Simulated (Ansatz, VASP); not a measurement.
**Cross-check of BN between VASP and Ansatz**

One calculation is typed for both programs; each brings its own data sets and cutoff. How far apart do they land? The cell is taken from a series of runs on this material, whose earlier steps may have relaxed, scaled, displaced or heated it; both programs get it as it stands.

Calculated with Ansatz 0.2.0; plane waves, with VASP 6.6.1 beside it; single point at PBEsol and single point at PBEsol with D3(BJ).

### Step 1. Starting point

The cell holds 4 atoms: 2 N and 2 B. Its edges and angles: a = 2.498 Å, b = 2.498 Å, c = 18.318 Å, α = 90.0°, β = 90.0°, γ = 120.0°. It derives from BN. As first built, before any earlier steps moved the atoms (in the runner's words): kind sheets cut from a layered crystal; sheets 2; fields 0 to 0.4 V/Å. Vacuum lies along c.

### Step 2. Ansatz: single point, PBEsol

Ansatz runs on its default PAW (the set named soft_2) files.

With cell and atoms fixed, the geometry can't cause a difference; cores, projectors, grids and the points listed under the comparison can.

input.yaml

```yaml
crystal:
  lattice:
    - [2.4982400001, 0.0, 0.0]
    - [-1.2491200001, 2.1635393049, 0.0]
    - [0.0, 0.0, 18.31785]
  atoms:
    - { symbol: "N", position: [0.3333333333, 0.6666666667, 0.5894978273] }
    - { symbol: B, position: [0.6666666667, 0.3333333333, 0.5892876734] }
    - { symbol: "N", position: [0.6666666667, 0.3333333333, 0.4105021727] }
    - { symbol: B, position: [0.3333333333, 0.6666666667, 0.4107123266] }
kpoints:
  mp_grid: { grid: [12, 12, 1] }
scf:
  occupations: { method: fermi_dirac, width: 0.02 }
  n_extra_bands: 8
hamiltonian:
  xc: pbesol
  pseudopotentials: { kind: paw }
output:
  forces: true
  write_potential: true
  volumetric_format: []
  dos:
    projected: true
    de: 0.05
    e_range: [-30, 12]
    method: { smearing: { sigma: 0.12, scheme: gaussian } }
  eigenstates:
    kpoints:
      - [0.33333333, 0.33333333, 0.0]
      - [0.31666667, 0.31666667, 0.0]
      - [0.3, 0.3, 0.0]
      - [0.28333333, 0.28333333, 0.0]
      - [0.26666667, 0.26666667, 0.0]
      - [0.25, 0.25, 0.0]
      - [0.23333333, 0.23333333, 0.0]
      - [0.21666667, 0.21666667, 0.0]
      - [0.2, 0.2, 0.0]
      - [0.18333333, 0.18333333, 0.0]
      - [0.16666667, 0.16666667, 0.0]
      - [0.15, 0.15, 0.0]
      - [0.13333333, 0.13333333, 0.0]
      - [0.11666667, 0.11666667, 0.0]
      - [0.1, 0.1, 0.0]
      - [0.08333333, 0.08333333, 0.0]
      - [0.06666667, 0.06666667, 0.0]
      - [0.05, 0.05, 0.0]
      - [0.03333333, 0.03333333, 0.0]
      - [0.01666667, 0.01666667, 0.0]
      - [0.0, 0.0, 0.0]
      - [0.02777778, 0.0, 0.0]
      - [0.05555556, 0.0, 0.0]
      - [0.08333333, 0.0, 0.0]
      - [0.11111111, 0.0, 0.0]
      - [0.13888889, 0.0, 0.0]
      - [0.16666667, 0.0, 0.0]
      - [0.19444444, 0.0, 0.0]
      - [0.22222222, 0.0, 0.0]
      - [0.25, 0.0, 0.0]
      - [0.27777778, 0.0, 0.0]
      - [0.30555556, 0.0, 0.0]
      - [0.33333333, 0.0, 0.0]
      - [0.36111111, 0.0, 0.0]
      - [0.38888889, 0.0, 0.0]
      - [0.41666667, 0.0, 0.0]
      - [0.44444444, 0.0, 0.0]
      - [0.47222222, 0.0, 0.0]
      - [0.5, 0.0, 0.0]
      - [0.48333333, 0.03333333, 0.0]
      - [0.46666667, 0.06666667, 0.0]
      - [0.45, 0.1, 0.0]
      - [0.43333333, 0.13333333, 0.0]
      - [0.41666667, 0.16666667, 0.0]
      - [0.4, 0.2, 0.0]
      - [0.38333333, 0.23333333, 0.0]
      - [0.36666667, 0.26666667, 0.0]
      - [0.35, 0.3, 0.0]
    e_range: [-8.0, 6.0]
    unfold:
      supercell_matrix: [[1, 0, 0], [0, 1, 0], [0, 0, 1]]
      layers: { axis: 3, edges: [0.1923, 0.455684, 0.544316, 0.545182, 0.807864] }
```

On the command line:

```console
$ ansatz run input.yaml --threads 4 --pin off --max-ram 11264MiB --backend cpu --events-out ev --progress --plain --runs-dir out
```

Numbers of over 12 decimals in the logs are rounded to 6 here.

What it wrote:

```text
scf.n_extra_bands = 8 over 8 filled bands (N_el = 16.0): the run solves 16 bands
Engine: ansatz 0.2.0, x86_64-unknown-linux-gnu
Pseudopotentials: kind: paw
Pseudopotential: N, paw, valence charge 5, recommended cutoff 420 eV (normal), N.paw.azcp
Pseudopotential: B, paw, valence charge 3, recommended cutoff 420 eV (normal), B.paw.azcp
Functional definition: PBEsol
  exchange = pbesol_x
  correlation = pbesol_c
Crystal: 4 atoms, lattice volume = 99.009 Å³
Basis set: ecut = 420 eV, 1903 PW (Γ), exchange–correlation on 36×36×250 points (8 copies of the dense FFT grid, shifted against one another)
Bands: 16, of which v1, the nominal top of the filled ones, is band 8 counted from 1 (7 counted from 0)
Symmetry: 12 space group operations
Space group: P-3m1 (ITA 164), of the structure as read, at distance tolerance 4.6e-5 Å
k-points: 19 of 144
Non-local potential: N, projectors of the file, l = 0: 2, l = 1: 2, l = 2: 1
Non-local potential: B, projectors of the file, l = 0: 2, l = 1: 2, l = 2: 1
PAW form: soft (Blöchl's): semilocal exchange-correlation on the pseudo side does not see the compensation charge
PAW frozen core: N, regenerated for the run's functional, and the local potential with it (the file was generated under x = pbe(κ = 0.804, μ = 0.219515), c = pbe(β = 0.066725))
PAW frozen core: B, regenerated for the run's functional, and the local potential with it (the file was generated under x = pbe(κ = 0.804, μ = 0.219515), c = pbe(β = 0.066725))
PAW one-centre angular grid: N, 110 points (default); XC on 64 Gauss nodes
PAW one-centre angular grid: B, 110 points (default); XC on 64 Gauss nodes
Initial density: superposition of atomic densities (neutral atoms: chi_scale 0, normalization atom), corrected by the library's trained network
Initial wavefunctions: pseudopotential atomic-orbital guess
Functional: x = pbesol(κ = 0.804, μ = 0.123457), c = pbesol(β = 0.046)
SCF iter   1: F=—  HF=-1067.546342 eV  |F-HF|=—  |Δ(HF+E_count)|=         —  Δρ=5.29e-3  dr2=2.28e-2  ethr=1.77e-3  ⟨swp⟩=6.3  Hψ=1838  notcnv=0
preconditioner: auto → none  [insulator: Δε(μ)=4.322 eV  Ē_g=16.671 eV  σ=0.020 eV  W_gap=1.00  n_scr=10 (ndim 8)  ℏωp=14.9 eV  f_vac=0.622  D(μ)=0.00/eV (n_scr^D=0)  ε∞_Penn≈1.8]
SCF iter   2: F=—  HF=-1067.542621 eV  |F-HF|=—  |Δ(HF+E_count)|=   3.72e-3  Δρ=1.83e-3  dr2=2.41e-3  ethr=1.43e-4  ⟨swp⟩=2.4  Hψ=687  notcnv=0  defer=50
SCF iter   3: F=—  HF=-1067.542225 eV  |F-HF|=—  |Δ(HF+E_count)|=   3.96e-4  Δρ=6.14e-4  dr2=1.80e-4  ethr=1.50e-5  ⟨swp⟩=2.1  Hψ=477  notcnv=0  defer=50
SCF iter   4: F=—  HF=-1067.542383 eV  |F-HF|=—  |Δ(HF+E_count)|=   1.57e-4  Δρ=9.84e-5  dr2=1.35e-5  ethr=1.12e-6  ⟨swp⟩=2.6  Hψ=462  notcnv=0  defer=50
SCF iter   5: F=—  HF=-1067.542375 eV  |F-HF|=—  |Δ(HF+E_count)|=   7.99e-6  Δρ=2.90e-5  dr2=1.35e-6  ethr=8.45e-8  ⟨swp⟩=2.2  Hψ=427  notcnv=0  defer=50
iter 6 met the thresholds in force, and the SCF goes on: an eigenvalue changes by 74.32 meV, over its tolerance of 10.00 meV (output.eigenvalues, Limitations)
SCF iter   6: F=-1067.542376 eV  HF=-1067.542375 eV  |F-HF|=3.94e-7  |Δ(HF+E_count)|=   8.08e-7  Δρ=9.54e-6  dr2=3.90e-8  ethr=6.25e-10  ⟨swp⟩=13.9  Hψ=2482  notcnv=0
iter 7 met the thresholds in force, and the SCF goes on: an eigenvalue changes by 11.52 meV, over its tolerance of 10.00 meV (output.eigenvalues, Limitations)
SCF iter   7: F=-1067.542376 eV  HF=-1067.542376 eV  |F-HF|=9.21e-9  |Δ(HF+E_count)|=   3.97e-7  Δρ=8.20e-7  dr2=3.85e-10  ethr=2.44e-10  ⟨swp⟩=11.0  Hψ=2187  notcnv=0
Mixer restart at iter 7: flushing history
SCF iter   8: F=-1067.542376 eV  HF=-1067.542376 eV  |F-HF|=4.72e-10  |Δ(HF+E_count)|=   9.57e-9  Δρ=3.73e-7  dr2=5.37e-10  ethr=2.41e-12  ⟨swp⟩=8.4  Hψ=1809  notcnv=0
SCF 1 converged in 8 iterations: F = -1067.542376 eV  dr2 = 5.37e-10
  greatest PAW one-centre occupation: 0.796 electrons in one spin orbital (limit 2), on the N atom at site 2 (counted from 0), in its partial waves of l = 0
NSCF: frozen V_eff on 48 k-points
WARN: The output density's exchange-correlation potential varies sharply where the density is thin. Do not read a vacuum level from v_tot or v_xc, or from such a field of the output density. On a cell that repeats whose density bears no net charge and no dipole along the vacuum's axis use v_es (v_loc + v_h of the components); under efield.dipole_correction with no amplitude use v_es + v_field, which holds any externa [...]
SCF converged after 8 iterations
an eigenvalue changed by more than its tolerance at an iteration that met the thresholds in force, so the SCF went on 2 times, its first undamped step at iteration 7: the last check found none over its tolerance
Free energy (F): -1067.542376 eV
Harris-Foulkes:  -1067.542376 eV  (|F-HF|=4.72e-10)
Internal energy: -1067.542376 eV  (E = F + TS)
E sigma→0 (E₀):  -1067.542376 eV
Fermi energy:    0.122405 eV
--- Per-component energies (eV) ---
  E_band       = -147.162044
  E_kinetic    = 366.221452
  E_local      = -6717.153627  (includes V_loc(G=0)·N_el)
  E_nonlocal   = 116.147200
  E_hartree    = 3180.562796
  E_xc         = -182.543826
  E_vxc        = -227.455294  (∫ρ·V_xc dr)
  E_paw        = -397.945452  (= ΣΔE_a)
  E_vpaw       = -46.046689  (= ΣTr[D̂ρ^β])
  E_aug_tail   = 0.000191  (compensation charges beyond the density's cutoff)
  E_ewald      = 2567.083271
  E_core_change = 0.085620  (= ΣΔE_core)
  E_smearing   = -0.000000  (= −TS)
  E_closure    = 0.000000  (closes the sum)
  Σ components = -1067.542376   (vs F -1067.542376, Δ=0.00e0)
--- Forces (eV/Å), atoms counted from 1 ---
  atom   1  N      0.00000000    -0.00000000     0.00665380
  atom   2  B      0.00000000     0.00000000     0.03601826
  atom   3  N      0.00000000     0.00000000    -0.00665380
  atom   4  B      0.00000000    -0.00000000    -0.03601826
  max |Σ_I F_I| component: 8.33e-17 eV/Å
--- Band table (eV; the first three rows and the last of 19) ---
  k-point 0: bands = [... 4 lower, -3.3672, -3.3672, -3.3459, -3.3459, 2.8294, 3.4252, 4.1335, 5.6245, ... 4 higher]
  k-point 1: bands = [... 4 lower, -3.9282, -3.9096, -3.6311, -3.6076, 3.0630, 3.6406, 4.3592, 5.8199, ... 4 higher]
  k-point 2: bands = [... 4 lower, -5.3436, -5.3254, -4.2727, -4.2443, 3.7256, 4.2679, 5.0182, 6.3021, ... 4 higher]
  k-point 18: bands = [... 4 lower, -9.2046, -9.2046, -2.0905, -2.0905, 2.6279, 2.6279, 9.1433, 11.1929, ... 4 higher]
```

### Step 3. VASP: single point, PBEsol

The same cell, functional, mesh and smearing now go to VASP, with its own data sets and cutoff.

Lines of VASP's logs that name or quote its potential files are left out, and so is its time.

INCAR

```
SYSTEM = BN
PREC = Accurate
ENCUT = 520
EDIFF = 1E-06
NELM = 100
ISMEAR = -1
SIGMA = 0.02
LREAL = .FALSE.
ALGO = Normal
GGA = PS
NBANDS = 14
LORBIT = 11
LWAVE = .FALSE.
LCHARG = .FALSE.
KPAR = 2
ISIF = 0
```

POSCAR

```
BN
1.0
    2.4982400001      0.0000000000      0.0000000000
   -1.2491200001      2.1635393049      0.0000000000
    0.0000000000      0.0000000000     18.3178500000
N B
2 2
Direct
    0.3333333333      0.6666666667      0.5894978273
    0.6666666667      0.3333333333      0.4105021727
    0.6666666667      0.3333333333      0.5892876734
    0.3333333333      0.6666666667      0.4107123266
```

KPOINTS

```
Automatic mesh
0
Gamma
12 12 1
0 0 0
```

PAW data sets: N and B (PBE family, release 64).

On the command line:

```console
$ mpirun -np 2 vasp_std
```

What it wrote:

```text
[banner, memory and clock lines left out]
running    2 mpi-ranks, on    1 nodes
 distrk:  each k-point on    1 cores,    2 groups
 distr:  one band on    1 cores,    1 groups

 POSCAR found type information on POSCAR N B
 POSCAR found :  2 types and       4 ions
|                                                                             |
|               ----> ADVICE to this user running VASP <----                  |
|                                                                             |
|     You enforced a specific xc type in the INCAR file but a different       |
|     [... a line on the potential file left out ...]
|     I HOPE YOU KNOW WHAT YOU ARE DOING!                                     |
|                                                                             |

 LDA part: xc-table for (Slater+PW92), standard interpolation
 POSCAR, INCAR and KPOINTS ok, starting setup
 FFT: planning ... GRIDC
 FFT: planning ... GRID_SOFT
 FFT: planning ... GRID
 WAVECAR not read
 entering main loop
       N       E                     dE             d eps       ncg     rms          rms(c)
DAV:   1     0.112379294427E+03    0.11238E+03   -0.67413E+03   532   0.918E+02
DAV:   2    -0.278033980223E+02   -0.14018E+03   -0.12367E+03   810   0.219E+02
DAV:   3    -0.399165771145E+02   -0.12113E+02   -0.12010E+02   706   0.755E+01
DAV:   4    -0.401790557950E+02   -0.26248E+00   -0.26205E+00   726   0.131E+01
DAV:   5    -0.401842571639E+02   -0.52014E-02   -0.52008E-02   688   0.170E+00    0.111E+01
DAV:   6    -0.370141327315E+02    0.31701E+01   -0.65169E+00   718   0.192E+01    0.510E+00
DAV:   7    -0.366855795415E+02    0.32855E+00   -0.78501E-01   748   0.593E+00    0.311E+00
DAV:   8    -0.365568785140E+02    0.12870E+00   -0.35357E-01   714   0.398E+00    0.639E-01
DAV:   9    -0.365474192695E+02    0.94592E-02   -0.34585E-02   658   0.139E+00    0.198E-01
DAV:  10    -0.365442208510E+02    0.31984E-02   -0.31628E-03   724   0.408E-01    0.696E-02
DAV:  11    -0.365427696885E+02    0.14512E-02   -0.15390E-03   682   0.253E-01    0.616E-02
DAV:  12    -0.365431960977E+02   -0.42641E-03   -0.62857E-04   616   0.144E-01    0.222E-02
DAV:  13    -0.365434677595E+02   -0.27166E-03   -0.15950E-04   574   0.738E-02    0.159E-02
DAV:  14    -0.365437607349E+02   -0.29298E-03   -0.29063E-05   646   0.346E-02    0.672E-03
DAV:  15    -0.365440229030E+02   -0.26217E-03   -0.25202E-05   634   0.252E-02    0.435E-03
DAV:  16    -0.365441521798E+02   -0.12928E-03   -0.76883E-06   676   0.149E-02    0.206E-03
DAV:  17    -0.365442050658E+02   -0.52886E-04   -0.31106E-06   650   0.790E-03    0.157E-03
DAV:  18    -0.365442214989E+02   -0.16433E-04   -0.50137E-07   508   0.466E-03    0.662E-04
DAV:  19    -0.365442235584E+02   -0.20595E-05   -0.73020E-08   524   0.184E-03    0.379E-04
DAV:  20    -0.365442241754E+02   -0.61704E-06   -0.19648E-08   446   0.922E-04
   1 F= -.36544224E+02 E0= -.36544224E+02  d E =-.794381E-12
```

(Part 1 of 2 ends here.)

[Lines on the potential files, build, host, timing and source positions are cut from VASP's logs without a mark.]

[Logs are printed without paths, hosts, clocks, repeated set-up lines and the standing remarks that a program may print on its own settings, such as how far it seeks lower states.]

[Hosts, paths, dates, database ids (printed as entryN), source tags and the programs' standing remarks are cut or masked in the printed files.]
